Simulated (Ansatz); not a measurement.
# NaCl: how the settings move a single-point run

How sensitive is a single-point run of NaCl to its settings? A reference run comes first, then one run with altered input.

Method: reference: DFT, PBE, all-electron LAPW, scalar-relativistic, in Ansatz 0.2.0.

## Step 1: The starting structure

It takes space group R-3m (No. 166, trigonal). The conventional cell has a = 3.984 Å, b = 3.984 Å, c = 5.102 Å, α = 90.00°, β = 90.00°, γ = 120.00°. Na (site symmetry -3m) has 8 Cl at 2.45 to 2.55 Å in its first shell of neighbours. Cl (site symmetry -3m) is surrounded by 8 Na at 2.45 to 2.55 Å.

Structure file:

```cif
data_structure
_symmetry_space_group_name_H-M 'P 1'
_symmetry_Int_Tables_number 1
_cell_length_a 2.8606
_cell_length_b 2.8606
_cell_length_c 2.8606
_cell_angle_alpha 88.269
_cell_angle_beta 88.269
_cell_angle_gamma 88.269
_cell_volume 23.38
loop_
_atom_site_label
_atom_site_type_symbol
_atom_site_fract_x
_atom_site_fract_y
_atom_site_fract_z
_atom_site_occupancy
Na1 Na 0.00000 0.00000 0.00000 1
Cl1 Cl 0.50000 0.50000 0.50000 1
```

## Step 2: The reference run

Input file input.yaml:

```yaml
crystal:
  lattice:
    - [2.86, 0.0429, 0.0429]
    - [0.0429, 2.86, 0.0429]
    - [0.0429, 0.0429, 2.86]
  atoms:
    - { symbol: Na, position: [0.0, 0.0, 0.0] }
    - { symbol: Cl, position: [0.5, 0.5, 0.5] }
kpoints:
  mp_grid: { grid: [9, 9, 9] }
scf:
  occupations: { method: fermi_dirac, width: 0.03 }
hamiltonian:
  xc: pbe
  pseudopotentials: { kind: all_electron, lapw: { basis_error: 0.0005 } }
output:
  forces: true
  stress: true
  eigenvalues: true
```

Launch:

```
$ ansatz run input.yaml --threads 1 --pin off --max-ram 2048MiB --backend cpu --events-out ev --progress --plain --runs-dir out
```

## Step 3: Changing settings: mp_grid.grid [14, 14, 14], mp_grid.shift [0.5, 0.5, 0.5], accuracy low

Edit input.yaml of step 2 so:

```diff
@@ -9,3 +9,3 @@
 kpoints:
-  mp_grid: { grid: [9, 9, 9] }
+  mp_grid: { grid: [14, 14, 14], shift: [0.5, 0.5, 0.5] }
 scf:
@@ -19 +19,2 @@
   eigenvalues: true
+accuracy: low
```

What does the calculation give? Wanted: for each run, ending; energy change; pressure; gap; force.

As calculated:

```csv
run,ending,energy change,pressure (GPa),gap (eV),force (eV/Å),cycles,time
reference,converged,0,65.3,4.72,0.00,6,14 s
"1: mp_grid.grid [14, 14, 14], mp_grid.shift [0.5, 0.5, 0.5], accuracy low",converged,-0.1 meV/atom,65.3,4.63,0.00,6,42 s
```

Residual by cycle in the longest SCF loop of each run; runs are numbered as in the table. The quantity is the density residual dr2, in eV.

```csv
cycle,reference,run 1
1,0.487,0.487
2,0.0331,0.0331
3,0.00333,0.00333
4,3.5e-5,3.5e-5
5,1.4e-6,1.4e-6
6,3.7e-8,3.7e-8
```

**Reading.** Changing the k-point mesh and accuracy level moves the energy by -0.1 meV/atom, and the gap on the mesh goes from 4.72 to 4.63 eV. A gap read on a mesh depends on which points the mesh holds, and a coarse mesh shifts the density too. Cost: 42 s against 14 s. The structure is not at rest: the sound run finds 65 GPa, so these are no properties of the relaxed crystal. 

These are semilocal Kohn-Sham gaps, which aren't the measured quantity. Such gaps usually fall short of the measured ones.
